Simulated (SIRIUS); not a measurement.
A run of SIRIUS 7.12.0:

Contents of sirius.json:

```json
{
  "control": {
    "processing_unit": "cpu",
    "verbosity": 2,
    "num_bands_to_print": 16,
    "print_forces": true,
    "print_stress": true
  },
  "parameters": {
    "electronic_structure_method": "pseudopotential",
    "xc_functionals": ["XC_GGA_X_PBE_SOL", "XC_GGA_C_PBE_SOL"],
    "gk_cutoff": 9.9,
    "pw_cutoff": 19.8,
    "ngridk": [13, 13, 13],
    "shiftk": [0, 0, 0],
    "smearing": "fermi_dirac",
    "smearing_width": 0.0018374661,
    "num_bands": 16,
    "num_mag_dims": 1,
    "num_dft_iter": 100,
    "energy_tol": 1e-08,
    "density_tol": 1e-06
  },
  "iterative_solver": {
    "type": "davidson",
    "min_tolerance": 1e-10
  },
  "mixer": {
    "type": "anderson",
    "beta": 0.5,
    "max_history": 8
  },
  "settings": {
    "tol_ne": 1e-10,
    "pseudo_grid_cutoff": 6.5,
    "smooth_initial_mag": true
  },
  "unit_cell": {
    "lattice_vectors": [
      [-2.614843272708, 2.614843272708, 2.614843272708],
      [2.614843272708, -2.614843272708, 2.614843272708],
      [2.614843272708, 2.614843272708, -2.614843272708]
    ],
    "atom_coordinate_units": "lattice",
    "atom_types": ["Ni"],
    "atom_files": {
      "Ni": "Ni.json"
    },
    "atoms": {
      "Ni": [
        [0.0, 0.0, 0.0, 0.0, 0.0, 1.0]
      ]
    }
  }
}
```

Potentials or basis: PseudoDojo 0.4.1 PBEsol standard (scalar relativistic).

The run is started by

```console
$ upf_to_json Ni.upf
$ OMP_NUM_THREADS=1 sirius.scf --input=sirius.json --output=out.json --task=0
```

Hardware: 1 thread of Intel(R) Xeon(R) Platinum 8259CL CPU @ 2.50GHz (Skylake/Cascade Lake) (shared host).

Problem. Estimate the wall time of this run.

Solution. It took 41 s on 1 thread of Intel(R) Xeon(R) Platinum 8259CL CPU @ 2.50GHz (Skylake/Cascade Lake) (shared host), peak memory 0.24 GiB. Counts: scf iterations 14, k points 84, plane waves 1157, bands 16.
